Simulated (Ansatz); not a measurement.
Starting cell, CsCl (CsCl type):

```yaml
crystal:
  lattice:
    - [4.14031, 0.00000, 0.00000]
    - [0.00000, 4.14031, 0.00000]
    - [0.00000, 0.00000, 4.14031]
  atoms:
    - { symbol: Cs, position: [0.00000, 0.00000, 0.00000] }
    - { symbol: Cl, position: [0.50000, 0.50000, 0.50000] }
```

Two-dimensional scan of atom 1 (Cs, nearest neighbour Cl at 3.586 Å; its periodic images, 4.1 Å or more away, move with it): u runs along (1.000, 0.000, 0.000), v along (0.000, 1.000, 0.000) (Cartesian). Cell and other atoms are fixed.

Method: r2SCAN (plane waves to 500 eV, PAW, scalar-relativistic; Ansatz, an electronic-structure program). k mesh 7×7×7 (Γ-centred), Fermi-Dirac smearing 0.05 eV. The energy includes the smearing's −TS. Points where atoms come too close for the PAW data are left out (x in tables, blank in figures). CsCl was relaxed with its symmetry unable to fall. The zero of ΔE is the undisplaced structure. Axes are in Å.

**Question.** Predict the ΔE (meV/cell) at all points of the grid u = -1.180, -0.590, 0.000, 0.590, 1.180 by v = -1.180, -0.590, 0.000, 0.590, 1.180.

**Answer.** ΔE (meV/cell), with u across and v down:

```tsv
v \ u	-1.180	-0.590	0.000	0.590	1.180
-1.180	x	1535	697	1535	x
-0.590	1535	514	168	514	1535
0.000	697	168	0	168	697
0.590	1535	514	168	514	1535
1.180	x	1535	697	1535	x
```

(For displaced atoms, the force is minus the slope of the energy, and its curvature is a force constant, which sets phonon frequencies.)
